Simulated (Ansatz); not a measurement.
5 guesses for HfN and where they end

Level of theory: DFT PBE, scalar-relativistic, plane waves, PAW (Ansatz 0.2.0). All cells share a 420 eV cutoff and Γ-centred k meshes spaced at most about 0.3 Å⁻¹ (about 0.25 or finer for metals, 2π included). No spin polarisation in the final relaxations.

Each guess was relaxed in cell and atoms at zero pressure, within the symmetry of its start. All energies are static (0 K, no zero-point motion). Coordination counts N atoms around Hf (those within 1.25 times the shortest such distance or 1.15 times the sum of covalent radii).

```csv
guess,made from,start group,V start (Å³/atom),end group,V end (Å³/atom),coordination at the end,gap on mesh (eV),E over the lowest end (meV/atom)
1,random cell,Pm-3m,16.4,Pm-3m (caesium chloride),11.3,Hf 8,0,987
2,WC type,P-6m2,12.1,P-6m2 (tungsten carbide),12.1,Hf 6,0,381
3,a Materials Project cell,P6_3/mmc,11.5,P6_3/mmc (anti-nickel arsenide),11.8,Hf 6,0,21
4,a cell as deposited in COD,Fm-3m,11.5,Fm-3m (rock salt),11.8,Hf 6,0,0
5,random cell,Cmmm,16.2,?,?,?,?,?
```

Guess 5 as it starts:

```
Hf N
1.0
     1.78901   -1.93532    0.00000
     1.78901    1.93532    0.00000
     0.00000    0.00000    4.67269
Hf N
1 1
Cartesian
  1.7890 0.0000 0.0000
  0.0000 0.0000 0.0000
```

Q: Fill in the missing row: what does this guess relax into, and where does it rank?

A: It ends in space group P4/mmm (No. 123), with a = 3.066 Å, c = 3.421 Å, 16.1 Å³/atom and no gap. It lies 0.65 eV/atom over the lowest end, above guess 2 and below guess 1. Counting N atoms around Hf, this end has Hf 4 and the lowest (guess 4) has Hf 6.

```
CELL_PARAMETERS angstrom
3.06610 0.00000 0.00000
0.00000 3.06610 0.00000
0.00000 0.00000 3.42113
ATOMIC_POSITIONS crystal
Hf 0.50000 0.50000 0.00000
N 0.00000 0.00000 0.00000
```

Formation energies are uncorrected and refer to the elements' standard structures at the same level (N₂ as a molecule).

Q: Is the lowest end bound against the elements?

A: Yes: its formation energy is −1.66 eV/atom. It lies below the elements, which doesn't yet make it stable against other compounds or structures.

Spin–orbit coupling, which can matter for Hf, is left out. A magnetic state wasn't ruled out in cells without spin, among them P-6m2, Pm-3m. Cells relaxed within their symmetry can be saddle points. Some structure types and database cells were kept out of the candidates from the start, so a known form may be missing.

Rock salt comes out lowest, as known for HfN, but the number of neighbours alone doesn't set the order: three ends have six N around Hf and still differ widely in energy. What separates them is the site of nitrogen. It is octahedral in rock salt and in the anti-nickel arsenide form, only 21 meV/atom higher, but trigonal prismatic in the tungsten carbide type, at 381 meV/atom. This suggests that octahedral N, whose three 2p orbitals point straight at Hf 5d partners, matters more than the stacking of the metal layers. The planar fourfold end has too few Hf–N bonds, while the caesium chloride end, though densest, stretches those bonds and pushes like atoms together.

The missing gap fits the electron count: a group 4 metal brings one electron more than the N 2p states can take, and it enters Hf 5d bands. Real HfN often departs from the ideal composition, and how vacancies would shift the small gap between the two lowest forms isn't shown.
